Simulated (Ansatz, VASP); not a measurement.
One calculation of MgO, two programs

```
Mg O
1.0
     0.00000    2.28201    2.33540
     2.28201    0.00000    2.33540
     2.28201    2.28201    0.00000
Mg O
1 1
Direct
  0.00000 0.00000 0.00000
  0.25000 0.25000 0.25000
```

Change from the starting cell: uniaxial_z strain +2.3%.

Alike in both runs: task single point; functional PBE; k mesh 10 × 10 × 10; occupations fermi-dirac, width 0.02 eV; no spin polarisation.

```csv
,VASP,Ansatz
version,VASP 6.6.1,Ansatz 0.2.0
potentials or method,"VASP PAW PBE potentials, release 64 (Mg, O)","plane waves, PAW"
plane-wave cutoff (eV),520,420
valence electrons in the cell,8,16
```

```csv
,VASP,Ansatz,Ansatz less VASP
gap on the k mesh at the Fermi level (eV),3.49,3.51,+0.016
pressure (GPa),0.6,1.0,+0.40
largest component of the traceless stress (GPa),0.72,0.71,-0.008
```

The two sets of potentials don't hold the same shells in valence.
